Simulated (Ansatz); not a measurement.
# Elastic constants of Sn at 8 GPa (stress–strain coefficients): input and output

Theory: Ansatz 0.2.0, DFT PBE, scalar-relativistic, plane waves, PAW.

Launched with:
```bash
ansatz run input.yaml --threads 1 --pin off --max-ram 3072MiB --backend cpu --events-out ev --progress --plain --runs-dir out
```

Input (bare energies are in eV):
```yaml
crystal:
  lattice:
    - [-1.7887506582, 1.7887506582, 1.909640284]
    - [1.7887506582, -1.7887506582, 1.909640284]
    - [1.7887506582, 1.7887506582, -1.909640284]
  atoms:
    - { symbol: Sn, position: [0.0, 0.0, 0.0] }
basis:
  ecutwfc: 420
kpoints:
  mp_grid: { grid: [20, 20, 20] }
hamiltonian:
  xc: pbe
scf:
  occupations: { method: fermi_dirac, width: 0.15 }
output:
  forces: true
  stress: true
  eigenvalues: true
elastic:
  mode: relaxed_ion
  amplitude: 0.005
```

From the output:
```
--- Elastic constants: 4 strain directions × 4 members + reference (group order 16) ---
  dense FFT box of the reference and of every strained cell: 24×24×24
  strains applied: 11, 33, 23, 12; error gains: componentwise 1.00 (the most a stress slope's error grows in a printed constant), spectral 1.41 (1 for all six strains in a standard setting)
  C = ∂σ_k/∂η_j (tension-positive GPa; Voigt order 11 22 33 23 13 12):
        75.308     99.514     78.962     -0.000      0.000     -0.000
        99.514     75.308     78.962     -0.000      0.000     -0.000
        78.958     78.958     77.462     -0.000      0.000      0.000
         0.000      0.000     -0.000     34.764      0.000      0.000
         0.000      0.000      0.000      0.000     34.764      0.000
         0.000      0.000      0.000      0.000      0.000     25.804
  reference stress σ⁰ (GPa):     -8.001     -8.001     -7.999      0.000     -0.000     -0.000
  C* (energy form; C + prestress term) asymmetry max|C*_kj − C*_jk| = 1.361e-3 GPa — a small one proves nothing (zero by symmetry where the batch's group is 432, −43m or m−3m); a large one is finite-difference/SCF noise where every solve ...
  moduli (Voigt/Reuss/Hill, GPa): K = 82.55/77.14/79.84   G = 17.11/10.52/13.81   E = 39.18   ν = 0.418
  mechanically stable: NO (min eigenvalue of sym C = -24.21 GPa)
  strain η (Voigt 11):  stress-route row diagonal C_11 = 75.31 GPa, energy-path curvature d²(F+E_count+ΔE)/dδ²/Ω₀ = 75.30 GPa
    cells at ±δ against ±2δ: C11 75.43 and 75.78 GPa, apart by 0.36 % of the column's largest entry
         δ    σ_11 (GPa) F (eV) n_scf n_hpsi n_pw
    -1.000e-2      -8.7895       -6024.0791931       7  269993    489   relax 0 steps, max|allowed force component| 0.00e0 eV/Å
    -5.000e-3      -8.3857       -6024.0857416       3  217341    491   relax 0 steps, max|allowed force component| 0.00e0 eV/Å
     5.000e-3      -7.6314       -6024.0979501       4  224117    492   relax 0 steps, max|allowed force component| 0.00e0 eV/Å
     1.000e-2      -7.2738       -6024.1036349       6  251277    496   relax 0 steps, max|allowed force component| 0.00e0 eV/Å
  strain η (Voigt 33):  stress-route row diagonal C_33 = 77.46 GPa, energy-path curvature d²(F+E_count+ΔE)/dδ²/Ω₀ = 77.47 GPa
    cells at ±δ against ±2δ: C13 78.99 and 79.09 GPa, apart by 0.12 % of the column's largest entry
         δ    σ_33 (GPa) F (eV) n_scf n_hpsi n_pw
    -1.000e-2      -8.7973       -6024.0791853       8  155894    486   relax 0 steps, max|allowed force component| 0.00e0 eV/Å
    -5.000e-3      -8.3921       -6024.0857408       4  128685    490   relax 0 steps, max|allowed force component| 0.00e0 eV/Å
     5.000e-3      -7.6173       -6024.0979449       4  121511    494   relax 0 steps, max|allowed force component| 0.00e0 eV/Å
     1.000e-2      -7.2471       -6024.1036143       5  131623    498   relax 0 steps, max|allowed force component| 0.00e0 eV/Å
  strain η (Voigt 23):  stress-route row diagonal C_44 = 34.76 GPa, energy-path curvature d²(F+E_count+ΔE)/dδ²/Ω₀ = 38.76 GPa
    cells at ±δ against ±2δ: C44 34.82 and 34.99 GPa, apart by 0.48 % of the column's largest entry
         δ    σ_23 (GPa) F (eV) n_scf n_hpsi n_pw
    -1.000e-2      -0.3499       -6024.0916936       7  517666    491   relax 0 steps, max|allowed force component| 0.00e0 eV/Å
    -5.000e-3      -0.1741       -6024.0919159       3  413829    491   relax 0 steps, max|allowed force component| 0.00e0 eV/Å
     5.000e-3       0.1741       -6024.0919159       3  396081    491   relax 0 steps, max|allowed force component| 0.00e0 eV/Å
     1.000e-2       0.3499       -6024.0916936       6  443961    491   relax 0 steps, max|allowed force component| 0.00e0 eV/Å
  strain η (Voigt 12):  stress-route row diagonal C_66 = 25.80 GPa, energy-path curvature d²(F+E_count+ΔE)/dδ²/Ω₀ = 29.80 GPa
    cells at ±δ against ±2δ: C66 25.78 and 25.69 GPa, apart by 0.32 % of the column's largest entry
         δ    σ_12 (GPa) F (eV) n_scf n_hpsi n_pw
    -1.000e-2      -0.2569       -6024.0917631       7  285942    494   relax 0 steps, max|allowed force component| 0.00e0 eV/Å
    -5.000e-3      -0.1289       -6024.0919330       3  227271    494   relax 0 steps, max|allowed force component| 0.00e0 eV/Å
     5.000e-3       0.1289       -6024.0919330       3  218079    494   relax 0 steps, max|allowed force component| 0.00e0 eV/Å
     1.000e-2       0.2569       -6024.0917631       6  240316    494   relax 0 steps, max|allowed force component| 0.00e0 eV/Å
```

It took 4.8 min on 1 thread of Arm Neoverse V2, with other jobs on the host, peak memory 0.89 GiB.

In a metal, frequencies and elastic constants depend on the k mesh and the smearing, soft modes and shear constants most. Other phases may be more stable at this pressure.

As the tensor has a negative eigenvalue, the Reuss and Hill moduli of a polycrystal, and E and ν formed from them, have no physical meaning here.

This form isn't the element's structure at ambient conditions.